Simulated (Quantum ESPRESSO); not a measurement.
**Os under changes of volume**

One of the cells (13.982 Å³/atom); the others are scaled copies at fixed shape and fractional positions:

```xyz
2
Lattice="2.7341 0.0000 0.0000 -1.3671 2.3678 0.0000 0.0000 0.0000 4.3197" Properties=species:S:1:pos:R:3 pbc="T T T"
Os    1.3671    0.7893    3.2398
Os    0.0000    1.5785    1.0799
```

* Program: Quantum ESPRESSO 7.5
* Functional: PBEsol
* Potentials or basis: GBRV 1.5 PBEsol
* Cutoff: 612 eV
* Density cutoff: 4898 eV
* k mesh: 11 × 11 × 6
* Occupations: fermi-dirac, width 0.05 eV
* Spin: no spin polarisation

| volume (Å³/atom) | energy over the lowest point (meV/atom) | pressure (GPa) |
| --- | --- | --- |
| 13.143 | 58.70 | 26.9 |
| 13.423 | 21.35 | 15.7 |
| 13.703 | 2.45 | 5.7 |
| 13.982 | 0.00 | -3.2 |
| 14.262 | ? | ? |
| 14.542 | 37.43 | -18.1 |
| 14.821 | 74.24 | -24.3 |

What does the run at 14.262 Å³/atom give?

Energy over the lowest point 12.20 meV/atom; pressure -11.1 GPa.

Worked out: A Birch-Murnaghan fit of order 3 (a polynomial in V^(-2/3)) to the other rows has its minimum at 13.89 Å³/atom with B0 = V·E''(V) = 433 GPa and B' = 4.7 at fixed shape and positions, which overstates the stiffness. It gives 12.17 meV/atom at 14.262 Å³/atom, against the run's 12.20, and -dE/dV = -10.9 GPa, against -11.1.

Energies are extrapolated to zero smearing.
